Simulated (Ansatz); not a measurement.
# Na: stable or not

The cell was found from a structure generator's guess, not taken from experiment.

Level of theory: DFT PBE, scalar-relativistic, plane waves, PAW (Ansatz 0.2.0). Cutoff 420 eV, Γ-centred 12×12×2 mesh (8-atom cell), Gaussian smearing of 0.10 eV, no spin polarisation.

Space group P6_3/mmc (No. 194). a = 3.754 Å, b = 3.754 Å, c = 24.292 Å, α = 90.00°, β = 90.00°, γ = 120.00°
```tsv
atom	site	symmetry	x	y	z
Na	2d	-6m2	0.3333	0.6667	0.7500
Na	4f	3m.	0.6667	0.3333	0.8750
Na	2a	-3m.	0.0000	0.0000	0.0000
```

Energies count from the standard state of Na at the same level.

Task: These tests were run: phonons on a 2×2×1 q mesh; elastic tensor. What do they show?

Result:

| test | result |
| --- | --- |
| phonons on a 2×2×1 q mesh | no imaginary mode on the mesh |
| elastic tensor | least eigenvalue 2 GPa |

It fails none of these tests outright. Whether a mixture of other phases lies lower isn't tested here. Undecided within the accuracy: elastic tensor.

For metals, differences of a few meV/atom aren't resolved. The run for the phonons used a 12×12×2 k mesh and Fermi–Dirac smearing of 0.15 eV. The run for the elastic tensor used a 12×12×2 k mesh and Fermi–Dirac smearing of 0.15 eV.
